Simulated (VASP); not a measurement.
Mg:

```
Mg
1.0
    -1.83599    1.83599    1.67940
     1.83599   -1.83599    1.67940
     1.83599    1.83599   -1.67940
Mg
1
Direct
  0.00000 0.00000 0.00000
```

This isn't the form of Mg at room conditions, which is hcp.

```yaml
Program: VASP 6.6.1
Task: relaxation of cell and atoms
Functional: SCAN
Potentials_or_basis: VASP PAW PBE potentials, release 64 (Mg)
Cutoff: 600 eV
k_mesh: 11 × 11 × 11
Occupations: fermi-dirac, width 0.05 eV
Spin: no spin polarisation
```

At the start: pressure -0.0 GPa; volume 22.64 Å³/atom.

Where does the relaxation end?

Over 14 steps the energy falls by 4.6 meV/atom and the volume is 22.74 Å³/atom (+0.4 %); space group I4/mmm (No. 139, to 0.05 Å).

The path:
```
step  energy change (eV)  largest force (eV/Å)  pressure (GPa)  volume (Å³)
   1              0.0000                0.0000           -0.02        22.64
   2             -0.0001                0.0000            0.00        22.63
   3             -0.0005                0.0000            0.08        22.60
   4             -0.0019                0.0000            0.24        22.54
   5             -0.0040                0.0000            0.59        22.40
   6             -0.0040                0.0000            0.52        22.42
   7             -0.0040                0.0000            0.55        22.41
   8             -0.0041                0.0000            0.54        22.42
   9             -0.0041                0.0000            0.52        22.43
  10             -0.0042                0.0000            0.50        22.45
  11             -0.0043                0.0000            0.41        22.50
  12             -0.0045                0.0000            0.23        22.60
  13             -0.0046                0.0000           -0.12        22.81
  14             -0.0046                0.0000            0.00        22.74
```

Final structure:
```
CELL_PARAMETERS angstrom
-1.87310 1.87310 1.62021
1.87310 -1.87310 1.62021
1.87310 1.87310 -1.62021
ATOMIC_POSITIONS crystal
Mg 0.00000 0.00000 0.00000
```

Caveat: the PAW data sets were made with another functional, which shifts forces and pressure a little.
